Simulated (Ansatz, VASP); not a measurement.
TaN in VASP and in Ansatz

```
CELL_PARAMETERS angstrom
0.00000 2.15579 2.15579
2.15579 0.00000 2.15579
2.15579 2.15579 0.00000
ATOMIC_POSITIONS crystal
Ta 0.49783 0.50217 0.50217
N 0.02806 0.97194 0.97194
```

Change from the starting cell: mode 4 frozen in at -0.122 Å, equal normal strain along x, y and z -0.0083.

Alike in both runs: task single point; functional LDA; k mesh 18 × 18 × 18; occupations gaussian, width 0.15 eV; no spin polarisation.

|  | VASP | Ansatz |
| --- | --- | --- |
| version | VASP 6.6.1 | Ansatz 0.2.0 |
| potentials or method | VASP PAW LDA potentials, release 64 (Ta_pv, N) | scalar-relativistic, plane waves, PAW |
| plane-wave cutoff (eV) | 520 | 520 |
| valence electrons in the cell | 16 | 18 |

|  | VASP | Ansatz | Ansatz less VASP |
| --- | --- | --- | --- |
| gap on the k mesh at the Fermi level (eV) | none | none | - |
| pressure (GPa) | 15.9 | 13.3 | -2.53 |
| largest component of the traceless stress (GPa) | 7.02 | 6.88 | -0.142 |
| rms of the force components (eV/Å) | 0.868 | 0.855 | -0.0133 |

Atom by atom the forces differ by 0.013 eV/Å (rms over components). A gap of «none» marks a metal or a gap that the smearing closes. The two sets of potentials don't hold the same shells in valence. Ansatz warned: «pseudo_functional_mismatch».

Caveats: so large a pressure means that the cell lies far from this level's equilibrium, or that cutoff or potentials fall short (VASP); forces of over 1 eV/Å show positions far from the minimum, so gaps and moduli don't describe the material at rest. Spin-orbit coupling is left out, which matters for the levels of Ta.
